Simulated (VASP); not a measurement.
# SrO (Fm-3m) in VASP: further runs

One crystal, SrO, is run at these levels: PBE+D3(BJ), PBE; tasks: relaxation of the atoms, relaxation of cell and atoms.

Everything below comes from runs of VASP 6.6.1. Logs are shortened: lines on timing, memory, paths and dates and some standing lists are left out, and cuts for length are marked.

### Step 1. The crystal as given

The structure is cubic, space group Fm-3m (No. 225). Conventional cell: a = 5.133 Å, b = 5.133 Å, c = 5.133 Å, α = 90.00°, β = 90.00°, γ = 90.00°. Sr (site symmetry m-3m) has 6 O at 2.57 Å as nearest neighbours. Around O (site symmetry m-3m) lie 6 Sr at 2.57 Å.

### Step 2. Relaxation of the atoms, PBE+D3(BJ) (a relaxed cell with its volume scaled by 1.04)

INCAR reads:

```
SYSTEM = SrO
PREC = Accurate
ENCUT = 600
EDIFF = 1E-7
ISMEAR = 0
SIGMA = 0.03
LREAL = .FALSE.
LASPH = .TRUE.
NELM = 80
ALGO = Normal
ISIF = 2
LWAVE = .FALSE.
LCHARG = .FALSE.
GGA = PE
IVDW = 12
IBRION = 2
NSW = 40
EDIFFG = -0.01
```

KPOINTS reads:

```
regular mesh
0
G
  10 10 10
  0 0 0
```

POSCAR reads:

```
SrO                                     
1.0
    0.0000000000      2.6131467800      2.6131467800
    2.6131467800      0.0000000000      2.6131467800
    2.6131467800      2.6131467800      0.0000000000
  Sr              O             
     1     1
Direct
     0.5000000000000000    0.5000000000000000    0.5000000000000000
     0.0000000000000000    0.0000000000000000    0.0000000000000000
```

Potentials or basis: VASP PAW PBE potentials, release 64 (Sr_sv, O).

On the command line:

```sh
$ cat potpaw_PBE.64/Sr_sv/POTCAR potpaw_PBE.64/O/POTCAR > POTCAR
$ mpirun -np 1 vasp_std > vasp.out
```

OUTCAR:

```text
SYSTEM = SrO
   PREC = Accurate
   ENCUT = 600
   EDIFF = 1E-7
   ISMEAR = 0
   LREAL = .FALSE.
   LASPH = .TRUE.
   NELM = 80
   ISIF = 2
   GGA = PE
   IVDW = 12
   IBRION = 2
   NSW = 40
   EDIFFG = -0.01
 IVDW          = 12

 ion  position               nearest neighbor table
   1  0.500  0.500  0.500-   2 2.61   2 2.61   2 2.61   2 2.61   2 2.61   2 2.61
   2  0.000  0.000  0.000-   1 2.61   1 2.61   1 2.61   1 2.61   1 2.61   1 2.61

  LATTYP: Found a face centered cubic cell.
 ALAT       =     5.2262935600

  Lattice vectors:

 A1 = (   0.0000000000,   2.6131467800,   2.6131467800)
 A2 = (   2.6131467800,   0.0000000000,   2.6131467800)
 A3 = (   2.6131467800,   2.6131467800,   0.0000000000)

Analysis of symmetry for initial positions (statically):
=====================================================================
 Subroutine PRICEL returns:
 Original cell was already a primitive cell.

 Routine SETGRP: Setting up the symmetry group for a
 face centered cubic supercell.

 Subroutine GETGRP returns: Found 48 space group operations
 (whereof 48 operations were pure point group operations)
 out of a pool of 48 trial point group operations.

The static configuration has the point symmetry O_h .

Analysis of symmetry for dynamics (positions and initial velocities):
=====================================================================
 Subroutine PRICEL returns:
 Original cell was already a primitive cell.

 Routine SETGRP: Setting up the symmetry group for a
 face centered cubic supercell.

 Subroutine GETGRP returns: Found 48 space group operations
 (whereof 48 operations were pure point group operations)
 out of a pool of 48 trial point group operations.

The dynamic configuration has the point symmetry O_h .

 Subroutine INISYM returns: Found 48 space group operations
 (whereof 48 operations are pure point group operations),
 and found     1 'primitive' translations

----------------------------------------------------------------------------------------

                                     Primitive cell

  volume of cell :      35.6879

  direct lattice vectors                    reciprocal lattice vectors
     0.000000000  2.613146780  2.613146780    -0.191340189  0.191340189  0.191340189
     2.613146780  0.000000000  2.613146780     0.191340189 -0.191340189  0.191340189
     2.613146780  2.613146780  0.000000000     0.191340189  0.191340189 -0.191340189

  length of vectors
     3.695547617  3.695547617  3.695547617     0.331410930  0.331410930  0.331410930

  position of ions in fractional coordinates (direct lattice)
     0.500000000  0.500000000  0.500000000
     0.000000000  0.000000000  0.000000000

  ion indices of the primitive-cell ions
   primitive index   ion index
                 1           1
                 2           2

----------------------------------------------------------------------------------------

 KPOINTS: regular mesh

Automatic generation of k-mesh.
 Grid dimensions read from file:
 generate k-points for:   10   10   10

 Generating k-lattice:

  Cartesian coordinates                     Fractional coordinates (reciprocal lattice)
    -0.019134019  0.019134019  0.019134019     0.100000000  0.000000000  0.000000000
     0.019134019 -0.019134019  0.019134019     0.000000000  0.100000000  0.000000000
     0.019134019  0.019134019 -0.019134019     0.000000000  0.000000000  0.100000000

  Length of vectors
     0.033141093  0.033141093  0.033141093

  Shift w.r.t. Gamma in fractional coordinates (k-lattice)
     0.000000000  0.000000000  0.000000000

 Subroutine IBZKPT returns following result:
 ===========================================

 Found     47 irreducible k-points:

 Following reciprocal coordinates:
            Coordinates               Weight
  0.000000  0.000000  0.000000      1.000000
  0.100000  0.000000  0.000000      8.000000
  0.200000  0.000000  0.000000      8.000000
  0.300000  0.000000  0.000000      8.000000
  0.400000  0.000000  0.000000      8.000000
  0.500000  0.000000  0.000000      4.000000
[... 16 lines left out ...]
  0.300000  0.300000  0.000000      6.000000
  0.400000  0.300000  0.000000     24.000000
 [... further k-points ...]
   k-points           NKPTS =     47   k-points in BZ     NKDIM =     47   number of bands    NBANDS=     12
   number of dos      NEDOS =    301   number of ions     NIONS =      2
   total plane-waves  NPLWV =  27000
   dimension x,y,z NGX =    30 NGY =   30 NGZ =   30
   dimension x,y,z NGXF=    60 NGYF=   60 NGZF=   60
   ions per type =               1   1
   NGX,Y,Z   is equivalent  to a cutoff of  13.50, 13.50, 13.50 a.u.
   NGXF,Y,Z  is equivalent  to a cutoff of  26.99, 26.99, 26.99 a.u.
 SYSTEM =  SrO
   PREC   = accura    normal or accurate (medium, high low for compatibility)
   ISTART =      0    job   : 0-new  1-cont  2-samecut
   ICHARG =      2    charge: 1-file 2-atom 10-const
   ISPIN  =      1    spin polarized calculation?
   LNONCOLLINEAR =      F non collinear calculations
   LSORBIT =      F    spin-orbit coupling
   LASPH  =      T    aspherical Exc in radial PAW
   ENCUT  =  600.0 eV  44.10 Ry    6.64 a.u.   7.38  7.38  7.38*2*pi/ulx,y,z
   NELM   =     80;   NELMIN=  2; NELMDL= -5     # of ELM steps
   EDIFF  = 0.1E-06   stopping-criterion for ELM
   LREAL  =      F    real-space projection
   EDIFFG = -.1E-01   stopping-criterion for IOM
   NSW    =     40    number of steps for IOM
   IBRION =      2    ionic relax: 0-MD 1-quasi-New 2-CG
   NFREE  =      1    steps in history (QN), initial steepest desc. (CG)
   ISIF   =      2    stress and relaxation
   ISYM   =      2    0-nonsym 1-usesym 2-fastsym
   POTIM  = 0.5000    time-step for ionic-motion
   TEBEG  =    0.0;   TEEND  =   0.0 temperature during run
   PSTRESS=    0.0 pullay stress
   NELECT =      16.0000    total number of electrons
   NUPDOWN=      -1.0000    fix difference up-down
   EMIN   =  10.00;   EMAX   =-10.00  energy-range for DOS
   EFERMI =   0.00;   METHOD = LEGACY
   ISMEAR =     0;   SIGMA  =   0.03  broadening in eV -4-tet -1-fermi 0-gaus
   EFERMI_NEDOS =   21; number of points for ismear=-14 and -15
   IALGO  =     38    algorithm
   IMIX   =      4    mixing-type and parameters
     AMIX     =   0.40;   BMIX     =  1.00
     AMIX_MAG =   1.60;   BMIX_MAG =  1.00
  volume/ion in A,a.u.               =      17.84       120.42
  Fermi-wavevector in a.u.,A,eV,Ry     =   1.252971  2.367772 21.360281  1.569936
  Thomas-Fermi vector in A             =   2.386846
   LORBIT       =      0    0 simple, 1 ext, 2 COOP (PROOUT), +10 PAW based schemes
   GGA     = PE    functional components
   LHFCALC =     F    Hartree Fock is set to
   AEXX    =    0.0000 exact exchange contribution
   IVDW    =    12    specifies the selected vdW correction
   LEPSILON=     F    determine dielectric tensor
   LRPA    =     F    only Hartree local field effects (RPA)
 conjugate gradient relaxation of ions
 non-spin polarized calculation
 Gauss-broadening in eV      SIGMA  =   0.03
  energy-cutoff  :      600.00
  volume of cell :       35.69
 maximum number of plane-waves:      1243
 NGX is ok and might be reduce to    30
   NGX = 15   NGY = 15   NGZ = 15

 number of electron      16.0000002 magnetization

 Free energy of the ion-electron system (eV)
  ---------------------------------------------------
  ext. energy  EPLUGINS =         0.00000000
  ---------------------------------------------------
  free energy    TOTEN  =       -12.05563905 eV

  energy without entropy =      -12.05563905  energy(sigma->0) =      -12.05563905

 E-fermi :   1.5599     XC(G=0):  -9.7979

 val. band max:        1.4384445471   @ k =   0.0000   0.0000   0.0000
 cond. band min:       4.7269224504   @ k =   0.5000   0.5000   0.0000
 fundamental gap:      3.2884779033
 Fermi energy:         1.5598741956

 k-point     1 :       0.0000    0.0000    0.0000
  band No.  band energies     occupation
      1     -31.1260      2.00000
      2     -13.5901      2.00000
      3     -12.8103      2.00000
      4     -12.8103      2.00000
      5     -12.8103      2.00000
      6       1.4384      2.00000
      7       1.4384      2.00000
      8       1.4384      2.00000
      9       5.0833      0.00000
     10       7.5394      0.00000
     11       7.5394      0.00000
     12       7.5394      0.00000

 k-point     2 :       0.1000    0.0000    0.0000
  band No.  band energies     occupation
      1     -31.1156      2.00000
      2     -13.8595      2.00000
      3     -12.8175      2.00000
      4     -12.8175      2.00000
      5     -12.5674      2.00000
      6       1.1395      2.00000
      7       1.3199      2.00000
      8       1.3199      2.00000
      9       5.5374      0.00000
     10       7.4331      0.00000
     11       7.7258      0.00000
     12       7.7258      0.00000

 k-point     3 :       0.2000    0.0000    0.0000
  band No.  band energies     occupation
      1     -31.0881      2.00000
      2     -14.3018      2.00000
      3     -12.8360      2.00000
      4     -12.8360      2.00000
      5     -12.1948      2.00000
      6       0.5230      2.00000
      7       1.0321      2.00000
      8       1.0321      2.00000
      9       6.5962      0.00000
     10       7.3239      0.00000
     11       8.2518      0.00000
     12       8.2518      0.00000
[... 286 lines left out ...]
 k-point    23 :       0.3000    0.3000    0.0000
  band No.  band energies     occupation
      1     -31.0316      2.00000
      2     -14.3240      2.00000
      3     -13.0163      2.00000
      4     -13.0163      2.00000
      5     -12.4048      2.00000
      6       0.2146      2.00000
      7       1.2822      2.00000
      8       1.2822      2.00000
      9       5.4282      0.00000
     10       7.5646      0.00000
     11      10.3829      0.00000
     12      10.3830      0.00000

 k-point    24 :       0.4000    0.3000    0.0000
  band No.  band energies     occupation
      1     -31.0101      2.00000
      2     -14.3307      2.00000
      3     -13.1035      2.00000
      4     -13.0473      2.00000
      5     -12.5027      2.00000
      6       0.3777      2.00000
      7       1.1247      2.00000
      8       1.1986      2.00000
      9       5.3726      0.00000
     10       8.2470      0.00000
     11      10.6121      0.00000
     12      10.8178      0.00000

 [... further k-points ...]

------------------------ aborting loop because EDIFF is reached ----------------------------------------

 Edisp (eV)   -0.46732

 E8    (eV) :    -0.2278

  FORCE on cell =-STRESS in cart. coord.  units (eV):
  Direction    XX          YY          ZZ          XY          YZ          ZX
  --------------------------------------------------------------------------------------
  -------------------------------------------------------------------------------------
  Total      -0.72276    -0.72276    -0.72276     0.00000    -0.00000     0.00000
  in kB     -32.44776   -32.44776   -32.44776     0.00000    -0.00000     0.00000
  external pressure =      -32.45 kB  Pullay stress =        0.00 kB

 VOLUME and BASIS-vectors are now :
 -----------------------------------------------------------------------------
  energy-cutoff  :      600.00
  volume of cell :       35.69
      direct lattice vectors                 reciprocal lattice vectors
     0.000000000  2.613146780  2.613146780    -0.191340189  0.191340189  0.191340189
     2.613146780  0.000000000  2.613146780     0.191340189 -0.191340189  0.191340189
     2.613146780  2.613146780  0.000000000     0.191340189  0.191340189 -0.191340189

 POSITION                                       TOTAL-FORCE (eV/Angst)
 -----------------------------------------------------------------------------------
      2.61315      2.61315      2.61315         0.000000      0.000000      0.000000
      0.00000      0.00000      0.00000        -0.000000     -0.000000     -0.000000
 -----------------------------------------------------------------------------------
    total drift:                               -0.000000      0.000000      0.000000

  FREE ENERGIE OF THE ION-ELECTRON SYSTEM (eV)
  ---------------------------------------------------
  free  energy   TOTEN  =       -12.5229561117 eV

  energy  without entropy=      -12.5229561117  energy(sigma->0) =      -12.52295611

 reached required accuracy - stopping structural energy minimisation
```

It took 16 s on 1 thread of Intel Xeon 6975P-C (Granite Rapids), shared host; peak memory 0.19 GiB.

Results:

```yaml
Free_energy: -12.5230 eV
Pressure_after_relaxing: -3.2 GPa
Band_gap_on_the_k_mesh: 3.29 eV, indirect (least direct gap 3.41 eV)
Dispersion_energy_per_atom: -0.234 eV
```

Final structure:
```
Sr O
1.0
     0.00000    2.61315    2.61315
     2.61315    0.00000    2.61315
     2.61315    2.61315    0.00000
Sr O
1 1
Direct
  0.50000 0.50000 0.50000
  0.00000 0.00000 0.00000
```

Levels at points of the mesh, in eV from the valence-band top:
```
           k point  band 6  band 7  band 8  band 9  band 10  band 11
(0.00, 0.00, 0.00)    0.00    0.00    0.00    3.64     6.10     6.10
(0.50, 0.00, 0.00)   -2.08   -1.05   -1.05    6.34     8.07     8.57
(0.50, 0.50, 0.00)   -0.51   -0.12   -0.12    3.29     7.44     9.85
```

Caveat: the relaxation stopped at its first step, so nothing moved. A k mesh can miss the band edges.

(Part 1 of 2 ends here.)
